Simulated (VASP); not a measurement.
# W and the effect of the dispersion correction

The cell as given:

```
CELL_PARAMETERS angstrom
-1.58234 1.58234 1.58234
1.58234 -1.58234 1.58234
1.58234 1.58234 -1.58234
ATOMIC_POSITIONS crystal
W 0.00000 0.00000 0.00000
```

Kept alike: task relaxation of cell and atoms; functional r2SCAN; k mesh 12 × 12 × 12; occupations fermi-dirac, width 0.05 eV; no spin polarisation. Program: VASP, PBE PAW files W_sv, 600 eV. The mesh is that of the run's cell of 1 atom. No spin-orbit coupling.

```csv
dispersion correction,volume (Å³/atom)
D3(BJ),15.822
D4,15.893
none,15.985
rVV10 (b = 11.95),15.906
```

The relaxations keep at least the cell's symmetry (Im-3m). For a metal such a mesh leaves the last digits unconverged. Relaxations stop with a little pressure left, so the last digits of a volume or edge aren't settled. All rows use potentials made for PBE.

Question: What does the dispersion correction change here?

Answer: The volume runs from 15.822 (D3(BJ)) to 15.985 Å³/atom (none). Against no correction: D3(BJ) -1.0 %; D4 -0.6 %; rVV10 (b = 11.95) -0.5 %. Dispersion terms mostly attract and so lower the volume; the schemes' coefficients and damping set how far. Measured: 15.8 Å³/atom (arxiv:2311.02034); nearest D3(BJ), 0.02 Å³/atom off. The runs are for a static lattice.
